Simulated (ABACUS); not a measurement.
A run of ABACUS 3.10.1 is set up as follows.

The input INPUT:

```
INPUT_PARAMETERS
suffix              Ni
calculation         scf
basis_type          lcao
pseudo_dir          ./
orbital_dir         ./
latname             fcc
symmetry            1
dft_functional      pbe
ecutwfc             105
pseudo_rcut         10
nspin               2
nbands              20
ks_solver           genelpa
smearing_method     fd
smearing_sigma      0.00367493
scf_thr             1e-07
scf_nmax            100
mixing_type         broyden
mixing_beta         0.4
cal_force           1
cal_stress          1
out_mul             1
out_chg             1
out_pot             2
out_elf             1
```

The input STRU:

```
ATOMIC_SPECIES
Ni 58.6934 Ni.upf

NUMERICAL_ORBITAL
Ni_confined-atom_7au_4s3p3d1f.orb

LATTICE_CONSTANT
6.5670739299

ATOMIC_POSITIONS
Direct

Ni
0.0
1
0.0000000000 0.0000000000 0.0000000000 1 1 1 mag 1
```

Contents of KPT:

```
K_POINTS
0
Gamma
12 12 12 0 0 0
```

Potentials or basis: PseudoDojo NC SR 0.5 PBE stringent, TZDP LCAO (the cutoffs set its grid).

Launch:

```sh
$ OMP_NUM_THREADS=1 mpirun -np 4 abacus > log
```

**Question.** Estimate the site moments.

**Answer.** Ni +0.69 μB.

**Question.** What does it give for the net moment?

**Answer.** 0.69 μB per cell.

**Question.** What does it give for the band gap on the k mesh?

**Answer.** None (metal or under the smearing width).

**Question.** What does it give for the pressure?

**Answer.** 9.5 GPa.

Caveat: the atomic orbitals were generated for these runs and aren't a published set; the basis of atomic orbitals isn't converged, which shifts pressures, moduli and gaps.
